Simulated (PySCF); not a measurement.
**Ethoxy ethane: calculation and literature**

Molfile (atoms numbered from 1):
```
C4H10O
     RDKit          3D

 15 14  0  0  0  0  0  0  0  0999 V2000
   -2.1460   -0.8875   -0.6538 C   0  0  0  0  0  0  0  0  0  0  0  0
   -1.2323    0.2042   -0.1586 C   0  0  0  0  0  0  0  0  0  0  0  0
    0.0738   -0.3032   -0.0646 O   0  0  0  0  0  0  0  0  0  0  0  0
    1.0019    0.6589    0.3661 C   0  0  0  0  0  0  0  0  0  0  0  0
    2.3653    0.0212    0.4441 C   0  0  0  0  0  0  0  0  0  0  0  0
   -3.1689   -0.5162   -0.7457 H   0  0  0  0  0  0  0  0  0  0  0  0
   -2.1452   -1.7315    0.0386 H   0  0  0  0  0  0  0  0  0  0  0  0
   -1.8194   -1.2465   -1.6316 H   0  0  0  0  0  0  0  0  0  0  0  0
   -1.5651    0.5690    0.8260 H   0  0  0  0  0  0  0  0  0  0  0  0
   -1.2517    1.0663   -0.8438 H   0  0  0  0  0  0  0  0  0  0  0  0
    1.0119    1.5096   -0.3336 H   0  0  0  0  0  0  0  0  0  0  0  0
    0.7029    1.0554    1.3493 H   0  0  0  0  0  0  0  0  0  0  0  0
    2.3646   -0.8007    1.1624 H   0  0  0  0  0  0  0  0  0  0  0  0
    3.1121    0.7540    0.7574 H   0  0  0  0  0  0  0  0  0  0  0  0
    2.6570   -0.3755   -0.5302 H   0  0  0  0  0  0  0  0  0  0  0  0
  1  2  1  0
  2  3  1  0
  3  4  1  0
  4  5  1  0
  1  6  1  0
  1  7  1  0
  1  8  1  0
  2  9  1  0
  2 10  1  0
  4 11  1  0
  4 12  1  0
  5 13  1  0
  5 14  1  0
  5 15  1  0
M  END
```

The experiment to reproduce: δ ¹³C C2/C4 67.5; C1/C5 15.3; δ ¹H H9/H10/H11/H12 3.58; H6/H7/H8/H13/H14/H15 1.20 ppm (measured; solution, TFE-d3, 298 K; Fulmer et al., Organometallics 2010, 29, 2176).
δ ¹³C C2/C4 65.8; C1/C5 15.3 ppm (measured; solution, C6D5Cl, 298 K; Fulmer et al., Organometallics 2010, 29, 2176).
δ ¹⁷O O3 6.5 ppm (measured; liquid, neat; K. Matsuzaki, S. Hayashi, W. Nakanishi, RSC Adv. 2024, ESI (observed values from its refs S1-S5)).
δ ¹³C C2/C4 66.9; C1/C5 15.5; δ ¹H H9/H10/H11/H12 3.49; H6/H7/H8/H13/H14/H15 1.18 ppm (measured; solution, CD3OD, 298 K; Fulmer et al., Organometallics 2010, 29, 2176).
δ ¹⁷O O3 17.1 ppm (measured; liquid, neat, 295 K; 17O NMR survey of organic solvents and oxofluorinated compounds, PMC5915748).
δ ¹³C C2/C4 65.9; C1/C5 15.5 ppm (measured; solution, toluene-d8, 298 K; Fulmer et al., Organometallics 2010, 29, 2176). Coupling constants: ³J(H11,H13) 7.0 Hz.

Averaged over atoms made equivalent by symmetry, fast rotation or ring inversion, a single conformation, non-relativistic, isolated molecule. J: B3LYP/pcJ-2 (without the spin–dipole term); σ from GIAO-B97-2/pcSseg-2; PBE0-D3(BJ)/def2-TZVP structure; PySCF 2.14.

Problem. What does the calculation give, and how does it compare?

Solution. 
Reference values: measured (solution, TFE-d3, 298 K; Fulmer et al., Organometallics 2010, 29, 2176).
| atoms | quantity | reference | computed | computed, scaled |
| --- | --- | --- | --- | --- |
| C2/C4 | δ ¹³C | 67.5 | 72.0 | 67.5 |
| C1/C5 | δ ¹³C | 15.3 | 18.2 | 15.5 |
| H9/H10/H11/H12 | δ ¹H | 3.58 | 3.42 | 3.35 |
| H6/H7/H8/H13/H14/H15 | δ ¹H | 1.20 | 1.22 | 1.28 |

Reference values: measured (solution, C6D5Cl, 298 K; Fulmer et al., Organometallics 2010, 29, 2176).
```csv
atoms,quantity,reference,computed,"computed, scaled"
C2/C4,δ ¹³C,65.8,72.0,67.5
C1/C5,δ ¹³C,15.3,18.2,15.5
```

Reference values: measured (liquid, neat; K. Matsuzaki, S. Hayashi, W. Nakanishi, RSC Adv. 2024, ESI (observed values from its refs S1-S5)).
```tsv
atoms	quantity	reference	computed	computed, scaled
O3	δ ¹⁷O vs H2O	6.5	–	19.3
```

Reference values: measured (solution, CD3OD, 298 K; Fulmer et al., Organometallics 2010, 29, 2176).
```tsv
atoms	quantity	reference	computed	computed, scaled
C2/C4	δ ¹³C	66.9	72.0	67.5
C1/C5	δ ¹³C	15.5	18.2	15.5
H9/H10/H11/H12	δ ¹H	3.49	3.42	3.35
H6/H7/H8/H13/H14/H15	δ ¹H	1.18	1.22	1.28
```

Reference values: measured (liquid, neat, 295 K; 17O NMR survey of organic solvents and oxofluorinated compounds, PMC5915748).
```tsv
atoms	quantity	reference	computed	computed, scaled
O3	δ ¹⁷O vs D2O (external)	17.1	–	19.3
```

Reference values: measured (solution, toluene-d8, 298 K; Fulmer et al., Organometallics 2010, 29, 2176).
```csv
atoms,quantity,reference,computed,"computed, scaled"
C2/C4,δ ¹³C,65.9,72.0,67.5
C1/C5,δ ¹³C,15.5,18.2,15.5
```

Computed shifts are σ(ref) − σ with the named reference compound (TMS for H and C) calculated as an isolated molecule at the same level. The measured values may be among those fitted. Scaled to experiment by linear calibration (H and C: mostly CDCl3 data, vs TMS): ¹H: δ = 29.89 − 0.940σ (rms 0.14 ppm, 403 shifts, 0.16 ppm with the 5 outliers that the fit left out); ¹³C: δ = 176.90 − 0.966σ (rms 2.0 ppm, 686 shifts, 2.1 ppm with the 3 outliers that the fit left out); ¹⁷O: δ = 274.06 − 0.947σ (rms 12.3 ppm, 98 shifts vs liquid water, solution or neat liquid). Occasional misses reach two or three times the rms, and more in compound classes unlike the fitted ones.

Coupling constants in Hz:
| coupling | reference | computed | source |
| --- | --- | --- | --- |
| ³J(H11,H13) | 7.0 | 7.9 | measured; UCL NMR lecture notes, Spin-Spin Coupling (L3_3_97) |

Problem. How far are the unscaled ¹³C shifts from the references?

Solution. Mean signed difference +4.14 ppm, mean absolute 4.14 ppm over 8 comparisons; the largest is +6.2 ppm at C2/C4 (sp3 CH2 bonded to O).

Problem. How far are the unscaled ¹H shifts from the references?

Solution. Mean signed difference -0.04 ppm, mean absolute 0.07 ppm over 4 comparisons; the largest is -0.16 ppm at H9/H10/H11/H12 (hydrogen on an sp3 CH2 bonded to O).

15 of the 52 published NMR values on file for this molecule are compared. The rest: values from further sources or solvents, protons in aromatic solvents.
